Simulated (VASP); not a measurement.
All values below come from PBE GGA, VASP's PBE PAW potentials (set 64) (plane waves; VASP 6.6.1).

Input for VASP

POSCAR:
```
InN
5.70
  0.3105263158  -0.5378473684   0.0000000000
  0.3105263158   0.5378473684   0.0000000000
  0.0000000000   0.0000000000   1.0000000000
In N
2 2
direct
  0.6666670000   0.3333330000   0.5000000000
  0.3333330000   0.6666670000   0.0000000000
  0.6666670000   0.3333330000   0.8790000000
  0.3333330000   0.6666670000   0.3790000000
```

**INCAR**
```
SYSTEM = InN
PREC = Accurate
ENCUT = 520
EDIFF = 1E-6
NELM = 100
ALGO = Normal
LREAL = .FALSE.
LASPH = .TRUE.
ISMEAR = -1
SIGMA = 0.3
GGA = PE
LMAXMIX = 4
LWAVE = .FALSE.
LCHARG = .FALSE.
ISIF = 2
```

KPOINTS:
```
Automatic mesh
0
gamma
7 7 4
0 0 0
```

POTCAR, in this order: In_d N (PBE.64 set). Program: vasp_std.

The resulting files:

### OUTCAR
```
 ion  position               nearest neighbor table
   1  0.667  0.333  0.500-   4 2.16   4 2.16   4 2.16   3 2.16   2 3.51   2 3.51   2 3.51   2 3.51
                             2 3.51   2 3.51
   2  0.333  0.667  0.000-   3 2.16   3 2.16   3 2.16   4 2.16   1 3.51   1 3.51   1 3.51   1 3.51
                             1 3.51   1 3.51
   3  0.667  0.333  0.879-   2 2.16   2 2.16   2 2.16   1 2.16
   4  0.333  0.667  0.379-   1 2.16   1 2.16   1 2.16   2 2.16
  LATTYP: Found a hexagonal cell.
 ALAT       =     3.5400000611
 C/A-ratio  =     1.6101694637
 Subroutine PRICEL returns:
 Original cell was already a primitive cell.
 Subroutine GETGRP returns: Found 12 space group operations
The static configuration has the point symmetry C_3v.
 The point group associated with its full space group is C_6v.
The dynamic configuration has the point symmetry C_3v.
 Subroutine INISYM returns: Found 12 space group operations
 Subroutine IBZKPT returns following result:
 Found     24 irreducible k-points:

 Following reciprocal coordinates:
            Coordinates               Weight
  0.000000  0.000000  0.000000      1.000000
  0.142857 -0.000000  0.000000      6.000000
  0.285714 -0.000000  0.000000      6.000000
...
```

File OSZICAR:
```
       N       E                     dE             d eps       ncg     rms          rms(c)
DAV:   1     0.348654438905E+03    0.34865E+03   -0.18381E+04  1056   0.228E+03
DAV:   2     0.202668389478E+02   -0.32839E+03   -0.32035E+03  1110   0.488E+02
DAV:   3    -0.245940756046E+02   -0.44861E+02   -0.43995E+02  1450   0.186E+02
DAV:   4    -0.259298564837E+02   -0.13358E+01   -0.13325E+01  1296   0.345E+01
DAV:   5    -0.259695737053E+02   -0.39717E-01   -0.39712E-01  1402   0.561E+00    0.145E+01
DAV:   6    -0.213009695796E+02    0.46686E+01   -0.20570E+01  1836   0.611E+01    0.114E+01
DAV:   7    -0.214293293420E+02   -0.12836E+00   -0.23007E+00  1114   0.126E+01    0.336E+00
DAV:   8    -0.213966311126E+02    0.32698E-01   -0.22755E-01  1676   0.540E+00    0.184E+00
DAV:   9    -0.213873864498E+02    0.92447E-02   -0.54575E-02  1708   0.340E+00    0.434E-01
DAV:  10    -0.213856313323E+02    0.17551E-02   -0.79591E-03  1728   0.126E+00    0.205E-01
DAV:  11    -0.213863532035E+02   -0.72187E-03   -0.65072E-03  1776   0.785E-01    0.179E-01
DAV:  12    -0.213860235401E+02    0.32966E-03   -0.15918E-03  1640   0.498E-01    0.298E-02
DAV:  13    -0.213860369142E+02   -0.13374E-04   -0.11208E-04  1280   0.841E-02    0.986E-03
DAV:  14    -0.213860365758E+02    0.33838E-06   -0.32200E-06  1216   0.190E-02
   1 F= -.21386037E+02 E0= -.21358496E+02  d E =-.550814E-01
```

OUTCAR:
```
------------------------ aborting loop because EDIFF is reached ----------------------------------------
  FORCE on cell =-STRESS in cart. coord.  units (eV):
  Direction    XX          YY          ZZ          XY          YZ          ZX
  --------------------------------------------------------------------------------------
  Total        1.9970577      1.9970578      2.2857947      0.0000000      0.0000000      0.0000000
  in kB       51.7236514     51.7236538     59.2019193      0.0000000      0.0000000      0.0000000
  external PRESSURE =      54.2164082 kB  Pullay stress =       0.0000000 kB
  volume of cell :       61.86
      direct lattice vectors                 reciprocal lattice vectors
     1.770000000 -3.065730000  0.000000000     0.282485876 -0.163093293  0.000000000
     1.770000000  3.065730000  0.000000000     0.282485876  0.163093293  0.000000000
     0.000000000  0.000000000  5.700000000     0.000000000  0.000000000  0.175438596
 POSITION                                       TOTAL-FORCE (eV/Angst)
 -----------------------------------------------------------------------------------
      1.77000     -1.02191      2.85000        -0.000000     -0.000000     -0.033470
      1.77000      1.02191      0.00000        -0.000000      0.000000     -0.033470
      1.77000     -1.02191      5.01030         0.000000     -0.000000      0.033470
      1.77000      1.02191      2.16030         0.000000      0.000000      0.033470
 -----------------------------------------------------------------------------------
    total drift:                               -0.000000      0.001516      0.000602
  FREE ENERGIE OF THE ION-ELECTRON SYSTEM (eV)
  ---------------------------------------------------
  free  energy   TOTEN  =       -21.3860365758 eV

  energy  without entropy=      -21.3309551350  energy(sigma->0) =      -21.35849586
```
(Selected blocks of OUTCAR.)

The compound is InN in the wurtzite structure. The cell was not relaxed at this level. The run is one of a series of settings (ISMEAR = -1, SIGMA = 0.3 against the base run), some of them coarse on purpose.
